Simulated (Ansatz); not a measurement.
In in Ansatz: the effect of functional

In:

```
CELL_PARAMETERS angstrom
-1.61456 1.61456 2.45710
1.61456 -1.61456 2.45710
1.61456 1.61456 -2.45710
ATOMIC_POSITIONS crystal
In 0.00000 0.00000 0.00000
```

The cell isn't the ideal one: volume scaled by 0.98.

Alike in all runs:

| Property | Result |
| --- | --- |
| Program | Ansatz 0.2.0 |
| Task | single point |
| Potentials or basis | Ansatz PAW |
| k mesh | 11 × 11 × 11 |
| Occupations | fermi-dirac, width 0.05 eV |
| Spin | no spin polarisation |

```tsv
functional	cutoff	pressure (GPa)
LDA	420 eV (not typed: the program's choice for these potentials)	-1.8
PBEsol	420 eV (not typed: the program's choice for these potentials)	-0.1
r2SCAN	500 eV (not typed: the program's choice for these potentials)	?
```

What does the run with functional r2SCAN give?

Pressure 1.2 GPa.

Caveats: the PAW data sets come from PBE, with cores solved anew for the run's functional, which leaves a small shift of forces and pressure.
